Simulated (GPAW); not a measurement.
The system is Pd.

```
Pd
1.0
     0.00000    1.94650    1.94650
     1.94650    0.00000    1.94650
     1.94650    1.94650    0.00000
Pd
1
Direct
  0.00000 0.00000 0.00000
```

A sound run:

| Item | Value |
| --- | --- |
| Program | GPAW 26.7.0 |
| Task | single point |
| Functional | PBE |
| Potentials or basis | GPAW PAW data sets (gpaw-data 1.2.1) |
| Cutoff | 600 eV |
| Basis | pw |
| k mesh | 12 × 12 × 12 |
| Occupations | fermi-dirac, width 0.05 eV |
| Spin | no spin polarisation |

It gives pressure 6.9 GPa; band gap on the k mesh none (metal or under the smearing width).

Q: What do these careless settings give instead: cutoff 340 eV in place of 600 eV; k mesh 9 × 9 × 9 in place of 12 × 12 × 12?

A: Pressure 0.4 GPa; band gap on the k mesh none (metal or under the smearing width). The run converged, but these numbers show the error of the settings and aren't properties of the crystal.
